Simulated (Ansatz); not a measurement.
# Aluminium, A15 under RPBE: relaxation and energy

The plan for aluminium in the A15 structure: relax it, then solve it on a dense k-mesh. Spin polarisation is left out. The k-meshes are 5×5×5 for the relaxation; 7×7×7 for the dense run.

Program: Ansatz 0.2.0. Level of theory: DFT RPBE, plane waves (420 eV) with PAW, scalar-relativistic; the PAW data stem from PBE, with regenerated cores. These are calculated values, not measurements.

## (1) The system as given

It takes space group Pm-3n (No. 223, cubic). The conventional cell has a = 5.102 Å, b = 5.102 Å, c = 5.102 Å, α = 90.00°, β = 90.00°, γ = 90.00°. Al (site symmetry m-3) is surrounded by 12 Al at 2.85 Å. Around Al (site symmetry -4m2) lie 6 Al at 2.55 to 2.85 Å.

Structure file:

```cif
data_structure
_symmetry_space_group_name_H-M 'P 1'
_symmetry_Int_Tables_number 1
_cell_length_a 5.1022
_cell_length_b 5.1022
_cell_length_c 5.1022
_cell_angle_alpha 90.000
_cell_angle_beta 90.000
_cell_angle_gamma 90.000
_cell_volume 132.82
loop_
_atom_site_label
_atom_site_type_symbol
_atom_site_fract_x
_atom_site_fract_y
_atom_site_fract_z
_atom_site_occupancy
Al1 Al 0.00000 0.00000 0.00000 1
Al2 Al 0.50000 0.50000 0.50000 1
Al3 Al 0.25000 0.00000 0.50000 1
Al4 Al 0.75000 0.00000 0.50000 1
Al5 Al 0.50000 0.25000 0.00000 1
Al6 Al 0.50000 0.75000 0.00000 1
Al7 Al 0.00000 0.50000 0.25000 1
Al8 Al 0.00000 0.50000 0.75000 1
```

## (2) Relaxation of the cell

The input, input.yaml:

```yaml
crystal:
  lattice:
    - [5.1021510852, 0.0, 0.0]
    - [0.0, 5.1021510852, 0.0]
    - [0.0, 0.0, 5.1021510852]
  atoms:
    - { symbol: Al, position: [0.0, 0.0, 0.0] }
    - { symbol: Al, position: [0.5, 0.5, 0.5] }
    - { symbol: Al, position: [0.25, 0.0, 0.5] }
    - { symbol: Al, position: [0.75, 0.0, 0.5] }
    - { symbol: Al, position: [0.5, 0.25, 0.0] }
    - { symbol: Al, position: [0.5, 0.75, 0.0] }
    - { symbol: Al, position: [0.0, 0.5, 0.25] }
    - { symbol: Al, position: [0.0, 0.5, 0.75] }
hamiltonian:
  xc: rpbe
  pseudopotentials:
    kind: paw
    azcp:
      Al: "pseudopotentials/Al.paw.azcp"
basis:
  ecutwfc: 420
  fft_grid_basis: typed
kpoints:
  mp_grid: { grid: [5, 5, 5], shift: [0, 0, 0] }
magnetization:
  spin_polarized: false
scf:
  occupations: { method: fermi_dirac, width: 0.1 }
relax:
  max_steps: 60
  f_tol: 0.01
  cell: {}
```

Started as:

```
$ ansatz run input.yaml --threads 4 --pin off --max-ram 8192MiB --backend cpu --events-out ev --progress --plain --runs-dir out
```

After this run come: The energy on a finer k-mesh.

Q: Predict the outcome of this session. Wanted: space group; conventional cell; volume; shortest distance; gap on the mesh; relative to fcc; highest ELF outside the cores.

The runs gave:

| quantity | value |
| --- | --- |
| space group (spins left aside) | Pm-3n (No. 223) |
| conventional cell | a = 5.168 Å |
| volume | 17.254 Å³/atom |
| shortest distance | 2.584 Å |
| gap on the mesh | none (levels filled in part) |
| relative to fcc | +76 meV/atom |
| highest ELF outside the cores | 0.80, 1.09 Å from the nearest atom |

In words: From the guessed start the volume grew by 3.9 % in 4 steps. Against the reference form of aluminium (fcc, computed apart with the same settings) it stands 76 meV/atom higher. No gap shows: it is a metal or semimetal at this level. The symmetry was held, so the structure may be unstable against distortions that break it.
